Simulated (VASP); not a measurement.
Wanted: the native input for a VASP 6.6.1 run.

- Task: single point
- Functional: PBE
- Potentials or basis: VASP PAW PBE potentials, release 64 (Co, Pd, O)
- Cutoff: 520 eV
- k mesh: 8 × 8 × 8
- Occupations: gaussian, width 0.05 eV
- Spin: collinear spin, twin_end start
- Starting moments: [0.02, 0.09, 0.01, 0.01] μB
- Dipole correction: no
- Further INCAR settings: ALGO = Fast; EDIFF = 1e-06; NBANDS = 28

The structure of CoPdO2 lies in POSCAR:

```
CoPdO2
1.0
    1.4224998100      0.8212806500      5.9600012600
   -1.4224998100      0.8212806500      5.9600012600
    0.0000000000     -1.6425613000      5.9600012600
Co Pd O
1 1 2
Direct
    0.5000000000      0.5000000000      0.5000000000
    0.0000000000      0.0000000000      0.0000000000
    0.1121500000      0.1121500000      0.1121500000
    0.8878500000      0.8878500000      0.8878500000
```

These files were run (other wordings do the same):

INCAR

```
SYSTEM = CoPdO2
PREC = Accurate
ENCUT = 520
EDIFF = 1E-6
ISMEAR = 0
SIGMA = 0.05
LREAL = .FALSE.
LASPH = .TRUE.
NELM = 150
ALGO = Fast
ISIF = 2
LWAVE = .FALSE.
LCHARG = .FALSE.
ISPIN = 2
MAGMOM = 0.02 0.09 0.01 0.01
LORBIT = 11
LMAXMIX = 4
GGA = PE
NBANDS = 28
```

KPOINTS

```
Automatic mesh
0
G
  8 8 8
  0 0 0
```

Potentials or basis: VASP PAW PBE potentials, release 64 (Co, Pd, O).

Command:

```sh
$ cat potpaw_PBE.64/Co/POTCAR potpaw_PBE.64/Pd/POTCAR potpaw_PBE.64/O/POTCAR > POTCAR
$ mpirun -np 1 vasp_std > vasp.out
```

It gave:

```yaml
Pressure: 1.6 GPa
Largest_force: 0.168 eV/Å
Band_gap_on_the_k_mesh: none (metal or under the smearing width)
Net_moment: 0.15 μB per cell
Site_moments: Co +0.02; Pd +0.11; O +0.01 μB
Valence_electrons_inside_the_program's_atomic_spheres: Co 8.39; Pd 9.38; O 4.99
```

Caveat: semilocal functionals often make such compounds metallic where correlation or magnetic order opens a gap, which also shifts bond lengths.

Run time: 9.9 min on 1 thread of Intel(R) Xeon(R) 6975P-C (Granite Rapids), with other jobs on the host, peak memory 0.49 GiB.
